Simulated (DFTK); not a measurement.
Crystal: ZrC.

```
Zr C
1.0
     0.00000    2.36500    2.36500
     2.36500    0.00000    2.36500
     2.36500    2.36500    0.00000
Zr C
1 1
Cartesian
  2.3650 2.3650 2.3650
  0.0000 0.0000 0.0000
```

Base run:

| Item | Value |
| --- | --- |
| Program | DFTK 0.8.2 |
| Functional | PBEsol |
| Potentials or basis | dojo.nc.sr.pbesol.v0_4_1.standard.upf (PBEsol) |
| Cutoff | 1116 eV |
| k mesh | 10 × 10 × 10 |
| Occupations | fermi-dirac, width 0.05 eV |
| Spin | no spin polarisation |

Its results: band gap on the k mesh none (metal or under the smearing width); pressure -8.3 GPa.

Problem. The run is repeated on the same cell with these changes: functional from PBEsol to LDA; potentials or basis from dojo.nc.sr.pbesol.v0_4_1.standard.upf (PBEsol) to cp2k.nc.sr.lda.v0_1.largecore.gth (LDA, GTH, large core); cutoff from 1116 eV to 1551 eV; valence electrons from 16 to 8. What comes out?

Solution. Band gap on the k mesh none (metal or under the smearing width); pressure -19.8 GPa.

Caveats: GTH potentials come without recommended cutoffs, and this one wasn't checked for convergence (some runs); so large a pressure means that the cell lies far from this level's equilibrium, or that cutoff or potentials fall short (some runs); this set keeps more shells in the core, which shifts pressures and gaps (some runs).

Not every run made on this cell is shown here.
